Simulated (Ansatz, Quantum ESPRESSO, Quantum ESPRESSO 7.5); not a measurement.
# Complex bands of SiC, zinc blende type, lattice constant set to 4.207 Å

Wanted: the complex band structure of SiC, zinc blende type, lattice constant set to 4.207 Å, as for a tunnel barrier.

Program: Quantum ESPRESSO 7.5. Level of theory: plane-wave DFT, LDA, PseudoDojo norm-conserving pseudopotentials (cross-check by Ansatz 0.2.0 with PAW datasets). Results are calculated unless marked as measured.

## (1) The starting structure

The structure is cubic, space group F-43m (No. 216). Conventional cell: a = 4.207 Å, b = 4.207 Å, c = 4.207 Å, α = 90.00°, β = 90.00°, γ = 90.00°. Si has 4 C at 1.82 Å nearest. Nearest to C lie 4 Si at 1.82 Å. Farther neighbours are not listed.

## (2) Self-consistent run

pwcond needs a cell whose third axis lies along the current and stands perpendicular to the other two.

Input file scf.in:

```
&control
  prefix = 'scf'
  outdir = './out'
  pseudo_dir = './pseudo'
  calculation = 'scf'
  tprnfor = .true.
/
&system
  ibrav = 0
  nat = 4
  ntyp = 2
  ecutwfc = 74
  ecutrho = 296
  occupations = 'fixed'
  nbnd = 12
/
&electrons
  conv_thr = 1e-09
  mixing_beta = 0.6
  electron_maxstep = 120
/
ATOMIC_SPECIES
  Si  28.0850  Si.dojo-sr-lda-0.4.1-standard.upf
  C   12.0110  C.dojo-sr-lda-0.4.1-standard.upf
CELL_PARAMETERS angstrom
  2.97479822845181 0.00000000000000 0.00000000000000
  0.00000000000000 2.97479822845181 0.00000000000000
  0.00000000000000 0.00000000000000 4.20700000000000
ATOMIC_POSITIONS crystal
  Si  0.000000000000 0.000000000000 0.000000000000
  C   0.500000000000 0.000000000000 0.250000000000
  Si  0.500000000000 0.500000000000 0.500000000000
  C   0.000000000000 0.500000000000 0.750000000000
K_POINTS automatic
  8 8 6 0 0 0
```

Command:

```
$ OMP_NUM_THREADS=1 mpirun -n 2 pw.x -nk 2 -in scf.in > scf.out
```

Then come: complex band structure; cross-check with Ansatz; the arithmetic. Settings of the main run: cutoff 74 Ry, fixed occupations, nbnd 12, SCF threshold 1.00e-9 Ry, dojo-sr-lda-0.4.1-standard potentials, 8×8×6 k-mesh.

What does the calculation give for the smallest κ at mid-gap among the four k points, at (1/2, 1/2); peak of the smallest κ in the stop band at the zone centre; and peak at the zone centre by Ansatz?

With a gap of 1.24 eV on the mesh, the smallest κ at mid-gap among the four k points, at (1/2, 1/2) is 0.179 Å⁻¹ (LDA, PseudoDojo norm-conserving). For a barrier with the Fermi level at mid-gap the slowest state found, at (1/2, 1/2), loses a factor of ten in probability every 6.4 Å or so. Stop bands away from the zone centre are mostly wider than the gap, so their peaks can lie above the conduction bottom. The X valleys along [100] and [010] project onto (1/2, 1/2) in this cell.

```
smallest κ at mid-gap among the four k points, at (1/2, 1/2)         : 0.179 Å⁻¹
peak of the smallest κ in the stop band at the zone centre           : 0.275 Å⁻¹
peak of the smallest κ in the stop band at (1/4, 0)                  : 0.417 Å⁻¹
energy of the peak at the zone centre, over the highest filled level : 0.80 eV
peak at the zone centre by Ansatz                                    : 0.270 Å⁻¹
```

At the zone centre pwcond's peak is 0.275 and Ansatz's 0.270 1/Å, 2 % apart. The cell is the a/√2 one, turned by 45°, with two primitive cells, so X along [001] folds onto kz = 0. A semilocal gap is too small, often by a third to a half and by more in narrow-gap crystals, so real barriers decay faster.

[Logs are printed without paths, hosts, clocks, repeated set-up lines and the standing remarks that a program may print on its own settings, such as how far it seeks lower states.]

[Hosts, paths, dates, database ids (printed as entryN), source tags and the programs' standing remarks are cut or masked in the printed files.]

[Maps of the electrostatic potential energy from Ansatz leave out the sawtooth potential of an applied field or a dipole correction, so their vacuum need not be flat; planar profiles and work functions include it.]
